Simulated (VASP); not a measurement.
# Al (Im-3m) in VASP: a series of runs, part 2 of 2

VASP 6.6.1.

**4. Single point, PBEsol**

File INCAR:

```
ADDGRID = F
ALGO = Normal
EDIFF = 1E-7
ENCUT = 300
GGA = PS
ISIF = 2
ISMEAR = 1
LASPH = T
LCHARG = F
LREAL = F
LWAVE = F
NELM = 100
PREC = Accurate
SIGMA = 0.15
```

File KPOINTS:

```
k-points
0
Gamma
  15 15 15
```

File POSCAR:

```
Al
1.0
   -1.5505220000      1.6151010000      1.5901740000
    1.5972310000     -1.6159030000      1.6376860000
    1.5218560000      1.5872370000     -1.5909760000
Al
1
Direct
   -0.0427450000     -0.0166940000     -0.0578530000
```

Potentials or basis: VASP PAW PBE potentials, release 64 (Al).

On the command line:

```console
> cat potpaw_PBE.64/Al/POTCAR > POTCAR
> mpirun -np 1 vasp_std > vasp.out
```

OUTCAR:

```text
EDIFF = 1E-7
   ENCUT = 300
   GGA = PS
   ISIF = 2
   ISMEAR = 1
   LASPH = T
   LREAL = F
   NELM = 100
   PREC = Accurate

 Found   1688 irreducible k-points:

 Following reciprocal coordinates:
            Coordinates               Weight
  0.000000  0.000000  0.000000      1.000000
  0.066667  0.000000  0.000000      2.000000
  0.133333 -0.000000 -0.000000      2.000000
  0.200000  0.000000 -0.000000      2.000000
  0.266667 -0.000000 -0.000000      2.000000
  0.333333 -0.000000 -0.000000      2.000000
   k-points           NKPTS =   1688   k-points in BZ     NKDIM =   1688   number of bands    NBANDS=      5
   number of dos      NEDOS =    301   number of ions     NIONS =      1
   total plane-waves  NPLWV =   4096
   dimension x,y,z NGX =    16 NGY =   16 NGZ =   16
   dimension x,y,z NGXF=    32 NGYF=   32 NGZF=   32
   ions per type =               1
   NGX,Y,Z   is equivalent  to a cutoff of   9.69,  9.50,  9.80 a.u.
   NGXF,Y,Z  is equivalent  to a cutoff of  19.37, 18.99, 19.60 a.u.
 SYSTEM =  unknown system
   PREC   = accura    normal or accurate (medium, high low for compatibility)
   ISTART =      0    job   : 0-new  1-cont  2-samecut
   ICHARG =      2    charge: 1-file 2-atom 10-const
   ISPIN  =      1    spin polarized calculation?
   LNONCOLLINEAR =      F non collinear calculations
   LSORBIT =      F    spin-orbit coupling
   LASPH  =      T    aspherical Exc in radial PAW
   ENCUT  =  300.0 eV  22.05 Ry    4.70 a.u.   3.88  3.96  3.83*2*pi/ulx,y,z
   NELM   =    100;   NELMIN=  2; NELMDL= -5     # of ELM steps
   EDIFF  = 0.1E-06   stopping-criterion for ELM
   LREAL  =      F    real-space projection
   EDIFFG = 0.1E-05   stopping-criterion for IOM
   NSW    =      0    number of steps for IOM
   IBRION =     -1    ionic relax: 0-MD 1-quasi-New 2-CG
   NFREE  =      0    steps in history (QN), initial steepest desc. (CG)
   ISIF   =      2    stress and relaxation
   ISYM   =      2    0-nonsym 1-usesym 2-fastsym
   POTIM  = 0.5000    time-step for ionic-motion
   TEBEG  =    0.0;   TEEND  =   0.0 temperature during run
   PSTRESS=    0.0 pullay stress
   NELECT =       3.0000    total number of electrons
   NUPDOWN=      -1.0000    fix difference up-down
   EMIN   =  10.00;   EMAX   =-10.00  energy-range for DOS
   EFERMI =   0.00;   METHOD = LEGACY
   ISMEAR =     1;   SIGMA  =   0.15  broadening in eV -4-tet -1-fermi 0-gaus
   EFERMI_NEDOS =   21; number of points for ismear=-14 and -15
   IALGO  =     38    algorithm
   IMIX   =      4    mixing-type and parameters
     AMIX     =   0.40;   BMIX     =  1.00
     AMIX_MAG =   1.60;   BMIX_MAG =  1.00
  volume/ion in A,a.u.               =      16.12       108.75
  Fermi-wavevector in a.u.,A,eV,Ry     =   0.934757  1.766435 11.888373  0.873771
  Thomas-Fermi vector in A             =   2.061595
   LORBIT       =      0    0 simple, 1 ext, 2 COOP (PROOUT), +10 PAW based schemes
   GGA     = PS    functional components
   LHFCALC =     F    Hartree Fock is set to
   AEXX    =    0.0000 exact exchange contribution
   IVDW    =     0    specifies the selected vdW correction
   LEPSILON=     F    determine dielectric tensor
   LRPA    =     F    only Hartree local field effects (RPA)
 non-spin polarized calculation
 Methfessel and Paxton  Order N= 1 SIGMA  =   0.15
  energy-cutoff  :      300.00
  volume of cell :       16.12
 maximum number of plane-waves:       203
   NGX =  7   NGY =  7   NGZ =  7

 number of electron       3.0000000 magnetization

 Free energy of the ion-electron system (eV)
  ---------------------------------------------------
  ext. energy  EPLUGINS =         0.00000000
  ---------------------------------------------------
  free energy    TOTEN  =        -3.98598713 eV

  energy without entropy =       -3.98603991  energy(sigma->0) =       -3.98600472

 E-fermi :   8.1787     XC(G=0): -10.3463

 val. band max:        8.1766275779   @ k =   0.4667  -0.3333   0.2667
 cond. band min:       8.1815130448   @ k =   0.3333  -0.1333   0.2667
 fundamental gap:      0.0048854669
 Fermi energy:         8.1786535242

 k-point     1 :       0.0000    0.0000    0.0000
  band No.  band energies     occupation
      1      -3.0910      2.00000
      2      21.0765      0.00000
      3      21.6795      0.00000
      4      21.9921      0.00000
      5      22.7731      0.00000

 k-point     2 :       0.0667    0.0000    0.0000
  band No.  band energies     occupation
      1      -2.9637      2.00000
      2      19.6193      0.00000
      3      20.8485      0.00000
      4      21.3460      0.00000
      5      22.8487      0.00000

 k-point     3 :       0.1333   -0.0000   -0.0000
  band No.  band energies     occupation
      1      -2.5823      2.00000
      2      16.9789      0.00000
      3      19.7128      0.00000
      4      20.2893      0.00000
      5      22.1149      0.00000

 k-point     4 :       0.2000    0.0000   -0.0000
  band No.  band energies     occupation
      1      -1.9490      2.00000
      2      14.2373      0.00000
      3      18.7260      0.00000
      4      19.2362      0.00000
      5      21.1947      0.00000

 k-point     5 :       0.2667   -0.0000   -0.0000
  band No.  band energies     occupation
      1      -1.0671      2.00000
      2      11.6120      0.00000
      3      17.9317      0.00000
      4      18.3314      0.00000
      5      20.3814      0.00000

 k-point     6 :       0.3333   -0.0000   -0.0000
  band No.  band energies     occupation
      1       0.0584      2.00000
      2       9.1606     -0.00000
      3      17.3372      0.00000
      4      17.6282      0.00000
      5      19.7506      0.00000

 [... further k-points ...]

------------------------ aborting loop because EDIFF is reached ----------------------------------------

  FORCE on cell =-STRESS in cart. coord.  units (eV):
  Direction    XX          YY          ZZ          XY          YZ          ZX
  --------------------------------------------------------------------------------------
  -------------------------------------------------------------------------------------
  Total        0.1345375      0.2205339      0.3334170      0.1259552      0.0002826     -0.1469260
  in kB       13.3753248     21.9248401     33.1473543     12.5221020      0.0280979    -14.6069596
  external PRESSURE =      22.8158398 kB  Pullay stress =       0.0000000 kB

 VOLUME and BASIS-vectors are now :
 -----------------------------------------------------------------------------
  energy-cutoff  :      300.00
  volume of cell :       16.12
      direct lattice vectors                 reciprocal lattice vectors
    -1.550522000  1.615101000  1.590174000    -0.001770503  0.312333611  0.309906003
     1.597231000 -1.615903000  1.637686000     0.316062363  0.002905701  0.305229896
     1.521856000  1.587237000 -1.590976000     0.323572133  0.315167177 -0.004603969

 POSITION                                       TOTAL-FORCE (eV/Angst)
 -----------------------------------------------------------------------------------
      1.52013      1.45255      1.63362         0.000000      0.000000      0.000000
 -----------------------------------------------------------------------------------
    total drift:                                0.000002      0.000007     -0.000001

  FREE ENERGIE OF THE ION-ELECTRON SYSTEM (eV)
  ---------------------------------------------------
  free  energy   TOTEN  =        -3.9859871281 eV

  energy  without entropy=       -3.9860399055  energy(sigma->0) =       -3.98600472
```

It took 29 s on 1 thread of Intel Xeon Platinum 8375C at 2.90GHz (Ice Lake), shared host; peak memory 0.16 GiB.

These settings aren't checked as converged: the numbers below hold their error.

What came out:

```yaml
Free_energy: -3.9860 eV
Pressure: 2.3 GPa
Band_gap_on_the_k_mesh: none (metal or under the smearing width)
```

Caveat: the PAW data sets were made with another functional, which shifts forces and pressure a little.

**5. Single point, PBEsol**

INCAR, as its differences from that of step 4:

```diff
@@ -3,3 +3,3 @@
 EDIFF = 1E-7
-ENCUT = 300
+ENCUT = 400
 GGA = PS
```

File KPOINTS:

```
k-points
0
Gamma
  13 13 13
```

File POSCAR:

```
Al
1.0
   -1.5912186900      1.5912186900      1.5912186900
    1.5912186900     -1.5912186900      1.5912186900
    1.5912186900      1.5912186900     -1.5912186900
Al
1
Direct
    0.0000000000      0.0000000000      0.0000000000
```

Potentials or basis: VASP PAW PBE potentials, release 64 (Al).

On the command line:

```console
> cat potpaw_PBE.64/Al/POTCAR > POTCAR
> mpirun -np 1 vasp_std > vasp.out
```

OUTCAR:

```text
EDIFF = 1E-7
   ENCUT = 400
   GGA = PS
   ISIF = 2
   ISMEAR = 1
   LASPH = T
   LREAL = F
   NELM = 100
   PREC = Accurate

 Found     84 irreducible k-points:

 Following reciprocal coordinates:
            Coordinates               Weight
  0.000000  0.000000  0.000000      1.000000
  0.076923  0.000000  0.000000     12.000000
  0.153846  0.000000  0.000000     12.000000
  0.230769  0.000000  0.000000     12.000000
  0.307692  0.000000  0.000000     12.000000
  0.384615  0.000000  0.000000     12.000000
   k-points           NKPTS =     84   k-points in BZ     NKDIM =     84   number of bands    NBANDS=      5
   number of dos      NEDOS =    301   number of ions     NIONS =      1
   total plane-waves  NPLWV =   5832
   dimension x,y,z NGX =    18 NGY =   18 NGZ =   18
   dimension x,y,z NGXF=    36 NGYF=   36 NGZF=   36
   ions per type =               1
   NGX,Y,Z   is equivalent  to a cutoff of  10.86, 10.86, 10.86 a.u.
   NGXF,Y,Z  is equivalent  to a cutoff of  21.72, 21.72, 21.72 a.u.
 SYSTEM =  unknown system
   PREC   = accura    normal or accurate (medium, high low for compatibility)
   ISTART =      0    job   : 0-new  1-cont  2-samecut
   ICHARG =      2    charge: 1-file 2-atom 10-const
   ISPIN  =      1    spin polarized calculation?
   LNONCOLLINEAR =      F non collinear calculations
   LSORBIT =      F    spin-orbit coupling
[... 56 lines left out ...]
 cond. band min:       8.2511581708   @ k =  -0.3846   0.3846   0.1538
 fundamental gap:      0.1602715230
 Fermi energy:         8.2206356142

 k-point     1 :       0.0000    0.0000    0.0000
  band No.  band energies     occupation
      1      -3.0915      2.00000
      2      21.5857      0.00000
      3      21.5857      0.00000
      4      21.5857      0.00000
      5      23.2250      0.00000
[... 33 lines left out ...]
 k-point     6 :       0.3846    0.0000    0.0000
  band No.  band energies     occupation
      1       1.1669      2.00000
      2       7.6201      2.00000
      3      16.8359      0.00000
      4      16.8809      0.00000
      5      18.6647      0.00000

 [... further k-points ...]

------------------------ aborting loop because EDIFF is reached ----------------------------------------

  FORCE on cell =-STRESS in cart. coord.  units (eV):
  Direction    XX          YY          ZZ          XY          YZ          ZX
  --------------------------------------------------------------------------------------
  -------------------------------------------------------------------------------------
  Total        0.1921065      0.1921065      0.1921065     -0.0000000      0.0000000     -0.0000000
  in kB       19.0986698     19.0986698     19.0986698     -0.0000000      0.0000000     -0.0000000
  external PRESSURE =      19.0986698 kB  Pullay stress =       0.0000000 kB

 VOLUME and BASIS-vectors are now :
 -----------------------------------------------------------------------------
  energy-cutoff  :      400.00
  volume of cell :       16.12
      direct lattice vectors                 reciprocal lattice vectors
    -1.591218690  1.591218690  1.591218690     0.000000000  0.314224565  0.314224565
     1.591218690 -1.591218690  1.591218690     0.314224565  0.000000000  0.314224565
     1.591218690  1.591218690 -1.591218690     0.314224565  0.314224565  0.000000000

 POSITION                                       TOTAL-FORCE (eV/Angst)
 -----------------------------------------------------------------------------------
      0.00000      0.00000      0.00000         0.000000      0.000000      0.000000
 -----------------------------------------------------------------------------------
    total drift:                                0.000000      0.000000      0.000000

  FREE ENERGIE OF THE ION-ELECTRON SYSTEM (eV)
  ---------------------------------------------------
  free  energy   TOTEN  =        -3.9929768177 eV

  energy  without entropy=       -3.9937953948  energy(sigma->0) =       -3.99324968
```

OSZICAR:

```text
N       E                     dE             d eps       ncg     rms          rms(c)
DAV:   1    -0.244728573181E+01   -0.24473E+01   -0.70872E+02   940   0.245E+02
DAV:   2    -0.401251012852E+01   -0.15652E+01   -0.13977E+01  1115   0.259E+01
DAV:   3    -0.402350578245E+01   -0.10996E-01   -0.10992E-01  1145   0.254E+00
DAV:   4    -0.402352043891E+01   -0.14656E-04   -0.14656E-04  1240   0.882E-02
DAV:   5    -0.402352048108E+01   -0.42174E-07   -0.43183E-07  1205   0.316E-03    0.139E+00
DAV:   6    -0.400511012920E+01    0.18410E-01   -0.26310E-03  1100   0.326E-01    0.782E-01
DAV:   7    -0.399299314361E+01    0.12117E-01   -0.70775E-03  1035   0.517E-01    0.170E-01
DAV:   8    -0.399297779056E+01    0.15353E-04   -0.44395E-05  1295   0.643E-02    0.125E-02
DAV:   9    -0.399297711930E+01    0.67126E-06   -0.31431E-07  1155   0.395E-03    0.120E-03
DAV:  10    -0.399297681382E+01    0.30548E-06   -0.67888E-09  1010   0.743E-04    0.755E-04
DAV:  11    -0.399297681774E+01   -0.39117E-08   -0.26674E-10   685   0.117E-04
   1 F= -.39929768E+01 E0= -.39932497E+01  d E =0.818577E-03
```

stdout:

```text
POSCAR found type information on POSCAR Al
 POSCAR found :  1 types and       1 ions
 scaLAPACK will be used
 -----------------------------------------------------------------------------
|                                                                             |
|                                                                             |
|     You enforced a specific xc type in the INCAR file but a different       |
|     I HOPE YOU KNOW WHAT YOU ARE DOING!                                     |
|                                                                             |
 -----------------------------------------------------------------------------

 LDA part: xc-table for (Slater+PW92), standard interpolation
 POSCAR, INCAR and KPOINTS ok, starting setup
 FFT: planning ... GRIDC
 FFT: planning ... GRID_SOFT
 FFT: planning ... GRID
 WAVECAR not read
 entering main loop
```

It used 5.5 s of CPU time on 1 thread of Intel(R) Xeon(R) Platinum 8375C CPU @ 2.90GHz (Ice Lake), with other jobs on the host, which was overloaded at the time.

These settings aren't checked as converged: the numbers below hold their error.

Results:

| Item | Value |
| --- | --- |
| Free energy | -3.9930 eV |
| Pressure | 1.9 GPa |
| Band gap on the k mesh | none (metal or under the smearing width) |

Caveat: the PAW data sets were made with another functional, which shifts forces and pressure a little.

**6. Single point, PBEsol**

INCAR is that of step 5.

KPOINTS is that of step 5.

File POSCAR:

```
Al
1.0
   -1.5505220000      1.6151010000      1.5901740000
    1.5972310000     -1.6159030000      1.6376860000
    1.5218560000      1.5872370000     -1.5909760000
Al
1
Direct
   -0.0427450000     -0.0166940000     -0.0578530000
```

Potentials or basis: VASP PAW PBE potentials, release 64 (Al).

On the command line:

```console
> cat potpaw_PBE.64/Al/POTCAR > POTCAR
> mpirun -np 1 vasp_std > vasp.out
```

OUTCAR:

```text
EDIFF = 1E-7
   ENCUT = 400
   GGA = PS
   ISIF = 2
   ISMEAR = 1
   LASPH = T
   LREAL = F
   NELM = 100
   PREC = Accurate

 Found   1099 irreducible k-points:

 Following reciprocal coordinates:
            Coordinates               Weight
  0.000000  0.000000  0.000000      1.000000
  0.076923  0.000000  0.000000      2.000000
  0.153846  0.000000  0.000000      2.000000
  0.230769 -0.000000  0.000000      2.000000
  0.307692  0.000000  0.000000      2.000000
  0.384615 -0.000000  0.000000      2.000000
   k-points           NKPTS =   1099   k-points in BZ     NKDIM =   1099   number of bands    NBANDS=      5
   number of dos      NEDOS =    301   number of ions     NIONS =      1
   total plane-waves  NPLWV =   5832
   dimension x,y,z NGX =    18 NGY =   18 NGZ =   18
   dimension x,y,z NGXF=    36 NGYF=   36 NGZF=   36
   ions per type =               1
   NGX,Y,Z   is equivalent  to a cutoff of  10.90, 10.68, 11.03 a.u.
   NGXF,Y,Z  is equivalent  to a cutoff of  21.79, 21.37, 22.05 a.u.
 SYSTEM =  unknown system
   PREC   = accura    normal or accurate (medium, high low for compatibility)
   ISTART =      0    job   : 0-new  1-cont  2-samecut
   ICHARG =      2    charge: 1-file 2-atom 10-const
   ISPIN  =      1    spin polarized calculation?
   LNONCOLLINEAR =      F non collinear calculations
   LSORBIT =      F    spin-orbit coupling
[... 56 lines left out ...]
 cond. band min:       8.2118204899   @ k =  -0.0769  -0.0769   0.4615
 fundamental gap:      0.0089360704
 Fermi energy:         8.2084134457

 k-point     1 :       0.0000    0.0000    0.0000
  band No.  band energies     occupation
      1      -3.0921      2.00000
      2      21.0466      0.00000
      3      21.6450      0.00000
      4      21.9516      0.00000
      5      22.7700      0.00000
[... 33 lines left out ...]
 k-point     6 :       0.3846   -0.0000    0.0000
  band No.  band energies     occupation
      1       1.0842      2.00000
      2       7.4056      2.00000
      3      17.0127      0.00000
      4      17.2174      0.00000
      5      19.4010      0.00000

 [... further k-points ...]

------------------------ aborting loop because EDIFF is reached ----------------------------------------

  FORCE on cell =-STRESS in cart. coord.  units (eV):
  Direction    XX          YY          ZZ          XY          YZ          ZX
  --------------------------------------------------------------------------------------
  -------------------------------------------------------------------------------------
  Total        0.1642276      0.2355430      0.2467511      0.0619970     -0.0255532     -0.1377275
  in kB       16.3270320     23.4170037     24.5312753      6.1635629     -2.5404206    -13.6924701
  external PRESSURE =      21.4251037 kB  Pullay stress =       0.0000000 kB

 VOLUME and BASIS-vectors are now :
 -----------------------------------------------------------------------------
  energy-cutoff  :      400.00
  volume of cell :       16.12
      direct lattice vectors                 reciprocal lattice vectors
    -1.550522000  1.615101000  1.590174000    -0.001770503  0.312333611  0.309906003
     1.597231000 -1.615903000  1.637686000     0.316062363  0.002905701  0.305229896
     1.521856000  1.587237000 -1.590976000     0.323572133  0.315167177 -0.004603969

 POSITION                                       TOTAL-FORCE (eV/Angst)
 -----------------------------------------------------------------------------------
      1.52013      1.45255      1.63362         0.000000      0.000000      0.000000
 -----------------------------------------------------------------------------------
    total drift:                                0.000001      0.000001      0.000002

  FREE ENERGIE OF THE ION-ELECTRON SYSTEM (eV)
  ---------------------------------------------------
  free  energy   TOTEN  =        -3.9918220419 eV

  energy  without entropy=       -3.9922116609  energy(sigma->0) =       -3.99195191
```

stdout:

```text
POSCAR found type information on POSCAR Al
 POSCAR found :  1 types and       1 ions
 scaLAPACK will be used
 -----------------------------------------------------------------------------
|                                                                             |
|                                                                             |
|     You enforced a specific xc type in the INCAR file but a different       |
|     I HOPE YOU KNOW WHAT YOU ARE DOING!                                     |
|                                                                             |
 -----------------------------------------------------------------------------

 LDA part: xc-table for (Slater+PW92), standard interpolation
 POSCAR, INCAR and KPOINTS ok, starting setup
 FFT: planning ... GRIDC
 FFT: planning ... GRID_SOFT
 FFT: planning ... GRID
 WAVECAR not read
 entering main loop
```

Run time: 53 s. Hardware: 1 thread of Intel Xeon Platinum 8375C at 2.90GHz (Ice Lake), shared host; peak memory 0.16 GiB.

These settings aren't checked as converged: the numbers below hold their error.

What came out:

```
Free energy            : -3.9918 eV
Pressure               : 2.1 GPa
Band gap on the k mesh : none (metal or under the smearing width)
```

Caveat: the PAW data sets were made with another functional, which shifts forces and pressure a little.
